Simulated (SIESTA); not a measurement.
Runs of SIESTA 5.4.2 on Ga. The cell holds a slab with vacuum, 6 atoms: a = 2.766 Å, b = 3.332 Å, c = 24.970 Å, α = 90.00°, β = 90.00°, γ = 87.98°. The slab is cut from a database's or a generator's crystal, which needn't be the stable form of the element.

```tsv
potentials or basis	gap on the mesh (eV)	largest force (eV/Å)
PseudoDojo 0.4 standard (PBE files), DZP (energy shift 0.003 Ry; two zetas on semicore shells)	none	0.34
PseudoDojo 0.4 standard (PBE files), TZP (energy shift 0.003 Ry; two zetas on semicore shells)	none	0.34
PseudoDojo 0.4 standard (PBE files), SZ (energy shift 0.003 Ry)	none	1.10
PseudoDojo 0.4 standard (PBE files), DZ (energy shift 0.003 Ry; two zetas on semicore shells)	none	0.36
PseudoDojo 0.4 standard (PBE files), SZP (energy shift 0.003 Ry)	none	(a)
```

Alike in all rows: task single point; level PBE; no spin polarisation; cell as given; k mesh 7 × 6 × 1; smearing fermi-dirac 0.05 eV; grid cutoff 800 Ry; energy shift 0.003 Ry.

Q: Estimate the missing entries.

A: (a) 0.55.

Caveats: the basis of atomic orbitals isn't converged, which shifts pressures, moduli and gaps; the basis has no polarisation orbitals (some runs).

A k mesh can miss the band edges, and the runs leave out spin-orbit coupling on Ga.

A gap of «none» marks a metal or a gap under the smearing width.
